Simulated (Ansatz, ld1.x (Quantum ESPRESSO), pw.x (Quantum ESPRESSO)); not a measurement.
Cl: does the PAW potential hold in the solid?

chlorine (Cl), PAW, made with ld1.x (Quantum ESPRESSO) 7.5 (PBE, scalar-relativistic). Core [Ne], reference 3s2 3p4 (charge +1). Waves: 3s (bound): rcut 1.15, rcutus 1.20 bohr; 3s channel at -2 Ry: rcut 1.15, rcutus 1.20 bohr; 3p (bound): rcut 0.80, rcutus 1.05 bohr; 3p channel at 0.5 Ry: rcut 0.80, rcutus 1.05 bohr; 3d channel at 0.35 Ry: rc 1.05 bohr. Local part: the d channel. Core correction: none. Augmentation charge: BESSEL, radius 0.80 bohr.

Crystal test: bcc Cl in pw.x 7.5, no spin, 13³ k-points, Fermi–Dirac smearing 0.01 Ry, cutoffs 135/900 Ry. The reference is all-electron LAPW (Ansatz 0.2.0) with the same functional, mesh and smearing; V0 and B0 come from Birch–Murnaghan fits to the pressures at five volumes. Errors are pseudo minus all-electron; Δ is the rms difference of the E(V) curves that follow from these fits, minima aligned, over ±6 % about the mean V0. Mesh and smearing are coarse, so the numbers serve the comparison and aren't converged zero-temperature values; the lattice is a test structure that the element need not adopt.

All-electron: a0 = 3.519 Å (V0 = 21.78 Å³/atom), B0 = 28.3 GPa.

Task: How far does the potential miss the all-electron equation of state?

Result: mean pressure error (GPa): -5.58. The pressure does not cross zero within the volumes sampled, so no fit is given. This is a poor potential for the solid. The pseudo pressure rises with volume over part of the range, a mechanical instability. Note: ghost states, extra bound levels that the all-electron valence spectrum of the same l lacks: p at -100.5 eV, s at -32.8 eV. A true bound ghost makes a file unfit for plane-wave use. Atomic configuration tests: test run stopped at test 3 of 7 (negative rho).

| V (Å³/atom) | P all-electron (GPa) | P pseudo (GPa) |
| --- | --- | --- |
| 20.830 | 1.44 | -5.59 |
| 21.378 | 0.56 | -5.68 |
| 21.926 | -0.18 | -5.68 |
| 22.474 | -0.81 | -5.67 |
| 23.022 | -1.34 | -5.61 |

Task: At the middle volume, how do free energy and pressure move when the wave cutoff is lowered (ecutrho held at 900 Ry)?

Result:

```csv
cutoff (Ry),shift of F (meV/atom),shift of P (GPa)
61,+100081.2,-1922.20
81,+22533.3,-746.51
108,+1313.2,-94.19
```

Input at the middle volume:

```
&control
  calculation='scf', prefix='x', pseudo_dir='./', outdir='./tmp', tstress=.true., disk_io='none'
/
&system
  ibrav=0, nat=1, ntyp=1, ecutwfc=135, ecutrho=900, nbnd=11,
  occupations='smearing', smearing='fd', degauss=0.01
/
&electrons
  conv_thr=1e-09, mixing_beta=0.4, electron_maxstep=70
/
ATOMIC_SPECIES
Cl 1.0 Cl.UPF
CELL_PARAMETERS angstrom
  -1.76319281 1.76319281 1.76319281
  1.76319281 -1.76319281 1.76319281
  1.76319281 1.76319281 -1.76319281
ATOMIC_POSITIONS crystal
Cl 0.0000 0.0000 0.0000
K_POINTS automatic
13 13 13 0 0 0
```

```bash
pw.x < Cl.scf.in > Cl.scf.out
```

Lines of the output:

```
Message from routine setup:
     using ibrav=0 with symmetry is DISCOURAGED, use correct ibrav instead
     lattice parameter (alat)  =       5.7711  a.u.
     unit-cell volume          =     147.9640 (a.u.)^3
     number of electrons       =         7.00
     number of Kohn-Sham states=           11
     kinetic-energy cutoff     =     135.0000  Ry
     charge density cutoff     =     900.0000  Ry
     scf convergence threshold =      1.0E-09
     Exchange-correlation= SLA  PW   PBX  PBC
     number of k points=    84  Fermi-Dirac smearing, width (Ry)=  0.0100
     iteration #  1     ecut=   135.00 Ry     beta= 0.40
     total energy              =     -85.23926527 Ry
     estimated scf accuracy    <      61.80687978 Ry
     iteration #  2     ecut=   135.00 Ry     beta= 0.40
     total energy              =     -92.54475078 Ry
     estimated scf accuracy    <       0.85330314 Ry
     iteration #  3     ecut=   135.00 Ry     beta= 0.40
     total energy              =     -92.32247946 Ry
     estimated scf accuracy    <       4.97464851 Ry
     iteration #  4     ecut=   135.00 Ry     beta= 0.40
     total energy              =     -92.93417740 Ry
     estimated scf accuracy    <       0.80229748 Ry
     iteration #  5     ecut=   135.00 Ry     beta= 0.40
     total energy              =     -92.93992000 Ry
     estimated scf accuracy    <       0.13878388 Ry
     iteration #  6     ecut=   135.00 Ry     beta= 0.40
     total energy              =     -92.94821309 Ry
     estimated scf accuracy    <       0.00143604 Ry
     iteration #  7     ecut=   135.00 Ry     beta= 0.40
     total energy              =     -92.94850002 Ry
     estimated scf accuracy    <       0.00017442 Ry
     iteration #  8     ecut=   135.00 Ry     beta= 0.40
     total energy              =     -92.94843102 Ry
     estimated scf accuracy    <       0.01175441 Ry
     [... 2 iterations left out ...]
     iteration # 11     ecut=   135.00 Ry     beta= 0.40
     total energy              =     -92.94832930 Ry
     estimated scf accuracy    <       0.00001360 Ry
     iteration # 12     ecut=   135.00 Ry     beta= 0.40
     total energy              =     -92.94833431 Ry
     estimated scf accuracy    <       0.00000410 Ry
     iteration # 13     ecut=   135.00 Ry     beta= 0.40
     total energy              =     -92.94832915 Ry
     estimated scf accuracy    <       0.00000173 Ry
     iteration # 14     ecut=   135.00 Ry     beta= 0.40
     total energy              =     -92.94832997 Ry
     estimated scf accuracy    <       0.00000030 Ry
     iteration # 15     ecut=   135.00 Ry     beta= 0.40
     total energy              =     -92.94832990 Ry
     estimated scf accuracy    <       0.00000001 Ry
     iteration # 16     ecut=   135.00 Ry     beta= 0.40
     total energy              =     -92.94832995 Ry
     estimated scf accuracy    <          8.7E-09 Ry
     iteration # 17     ecut=   135.00 Ry     beta= 0.40
     total energy              =     -92.94832996 Ry
     estimated scf accuracy    <          1.6E-09 Ry
     iteration # 18     ecut=   135.00 Ry     beta= 0.40
     the Fermi energy is     0.7983 ev
!    total energy              =     -92.94832997 Ry
     estimated scf accuracy    <          1.7E-11 Ry
     smearing contrib. (-TS)   =      -0.01340743 Ry
     convergence has been achieved in  18 iterations
          total   stress  (Ry/bohr**3)                   (kbar)     P=      -56.80
     Message from routine punch:
     Nothing written, as per user request (disk_io='none')
```

The run at the middle volume (84 k-points, 18 iterations) took about 61 s on one core of a shared host (Intel(R) Xeon(R) 6975P-C, 192 threads, 1512 GiB, load 55).
